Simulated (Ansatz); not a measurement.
Input of an Ansatz 0.2.0 run:

Contents of input:

```
crystal:
  lattice:
    - [1.147050505, -2.46702512, 0.0]
    - [1.147050505, 2.46702512, 0.0]
    - [0.0, 0.0, 4.06431074]
  atoms:
    - { symbol: Cr, position: [0.87053258, 0.12946742, 0.75], spin: 3.0 }
    - { symbol: Cr, position: [0.12946742, 0.87053258, 0.25], spin: 3.0 }
hamiltonian:
  xc: { exchange: pbesol, correlation: pbesol, exx: { coeff: 0.25 } }
  pseudopotentials: { kind: paw }
magnetization:
  spin_polarized: true
kpoints:
  mp_grid: { grid: [7, 7, 4] }
scf:
  occupations: { method: fermi_dirac, width: 0.05 }
output:
  forces: true
  stress: true
  eigenvalues: true
  write_density: true
  write_potential: true
  elf: true
  volumetric_format: npy
```

Question: Estimate the net moment.

Answer: 0.07 μB per cell.

Question: What does it give for the absolute moment?

Answer: 0.07 μB per cell.

Question: Estimate the band gap on the k mesh.

Answer: None (metal or under the smearing width).

Question: What does it give for the site moments?

Answer: Cr +0.03 μB.

Forces on the atoms (eV/Å):
```
Cr   0.000 -0.409  0.000
Cr   0.000  0.409  0.000
```

Caveat: the k mesh is coarse (spacing up to 0.43 Å⁻¹), so the values aren't converged, least of all with exact exchange; the magnetic or orbital state may not be the lowest; the PAW data sets come from PBE, with cores solved anew for the run's functional, which leaves a small shift of forces and pressure; the starting moments weren't kept.
